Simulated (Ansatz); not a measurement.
Runs of Ansatz 0.2.0 on SnTe. Symmetry: F-43m, No. 216, cubic system. The conventional cell has a = 7.222 Å, b = 7.222 Å, c = 7.222 Å, α = 90.00°, β = 90.00°, γ = 90.00°. Te (site symmetry -43m) is surrounded by 4 Sn at 3.13 Å. Around Sn (site symmetry -43m) lie 4 Te at 3.13 Å. Measurements of this composition are mostly on another form, of space group No. 225.

```tsv
level	cell	target pressure (GPa)	gap on the mesh (eV)	pressure (GPa)	relaxed volume (Å³/atom)
r2SCAN	relaxed to 10 GPa	10	(a)	10.0	-
r2SCAN+D4	relaxed	-	0.31	0.0	45.47
r2SCAN	relaxed	0	0.34	0.0	46.01
r2SCAN+D3(BJ)	relaxed	-	0.31	0.0	45.41
r2SCAN	relaxed	-	0.34	0.0	46.01
```

Alike in all rows: task relaxation of cell and atoms; potentials or basis Ansatz PAW; no spin polarisation; k mesh 7 × 7 × 7; cutoff (eV) 500; smearing fermi-dirac 0.05 eV.

Task: Fill in the values left out.

Result: (a) none.

Caveats: the plane-wave basis is chosen anew once the cell has moved, so the energies of steps on either side of that aren't comparable; the PAW data sets come from PBE, with cores solved anew for the run's functional, which leaves a small shift of forces and pressure; odd divisions of the mesh miss points on the zone boundary, where band edges often lie, so the gap on the mesh can be too wide (some runs); spin-orbit coupling is left out, which moves the levels of the heavy elements (some runs); the volume moved by over 15 % at a fixed basis, so the end points are rough (some runs); the dispersion damping was fitted for another functional or another form of the correction (some runs).

A k mesh can miss the band edges, and the runs leave out spin-orbit coupling on Sn, Te.
